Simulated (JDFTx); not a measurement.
# CaO under changes of volume

One of the cells (13.886 Å³/atom); the others are scaled copies at fixed shape and fractional positions:

```
Ca O
1.0
     0.00000    2.40356    2.40356
     2.40356    0.00000    2.40356
     2.40356    2.40356    0.00000
Ca O
1 1
Direct
  0.00000 0.00000 0.00000
  0.50000 0.50000 0.50000
```

The cell is a database's computed one.

| Property | Result |
| --- | --- |
| Program | JDFTx 1.7.0 (patched build) |
| Functional | r2SCAN |
| Potentials or basis | SG15-PBE-1.2 |
| Cutoff | 1088 eV |
| Density cutoff | 8708 eV |
| k mesh | 8 × 8 × 8 |
| Occupations | fermi-dirac, width 0.05 eV |
| Spin | no spin polarisation |

```csv
volume (Å³/atom),energy over the lowest point (meV/atom),pressure (GPa),gap on the mesh (eV)
13.052,14.85,6.7,4.24
13.330,5.25,3.8,4.25
13.608,0.46,1.2,4.26
13.886,0.00,-1.2,4.27
14.163,3.58,-3.3,4.27
14.441,10.53,-5.2,4.27
14.719,?,?,?
```

What does the run at 14.719 Å³/atom give?

Energy over the lowest point 20.61 meV/atom; pressure -6.9 GPa; gap on the mesh 4.27 eV.

Worked out: A Birch-Murnaghan fit of order 3 (a polynomial in V^(-2/3)) to the other rows has its minimum at 13.77 Å³/atom with B0 = V·E''(V) = 117 GPa and B' = 4.3. It gives 20.72 meV/atom at 14.719 Å³/atom, against the run's 20.61, and -dE/dV = -6.7 GPa, against -6.9. A straight line through the other rows of the gap, of slope 0.313 eV per unit of ln V, extrapolates to 4.28 eV, against the run's 4.27.

Energies are extrapolated to zero smearing.

Caveats: the potentials were made for another functional, which shifts forces and pressure.

A mesh can miss the band edges.
